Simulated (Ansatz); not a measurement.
V in Ansatz: the effect of functional

V, a slab with vacuum:

```
CELL_PARAMETERS angstrom
2.67993 0.00000 0.00000
0.00000 2.67993 0.00000
0.00000 0.00000 24.47500
ATOMIC_POSITIONS crystal
V 0.50000 0.50000 0.30644
V 0.00000 0.00000 0.38386
V 0.50000 0.50000 0.46129
V 0.00000 0.00000 0.53871
V 0.50000 0.50000 0.61614
V 0.00000 0.00000 0.69356
```

The slab is cut from a database's or a generator's crystal, which needn't be the stable form of the element.

Alike in all runs:

```yaml
Program: Ansatz 0.2.0
Task: single point
Potentials_or_basis: all-electron LAPW, scalar-relativistic
Cutoff: 226 eV (chosen from the basis error)
Basis_error_allowed: 0.002 eV/atom
k_mesh: 10 × 10 × 1
Occupations: fermi-dirac, width 0.05 eV
Spin: collinear spin, ferromagnetic start
Starting_moments: "[2.0, 2.0, 2.0, 2.0, 2.0, 2.0] μB"
```

```tsv
functional	largest force (eV/Å)	work function (eV)
PBE	0.56	4.58
LDA	?	?
PBEsol	0.56	4.67
```

Problem. What does the run with functional LDA give?

Solution. Largest force 0.76 eV/Å; work function 4.80 eV.

Caveats: the starting moments weren't kept.
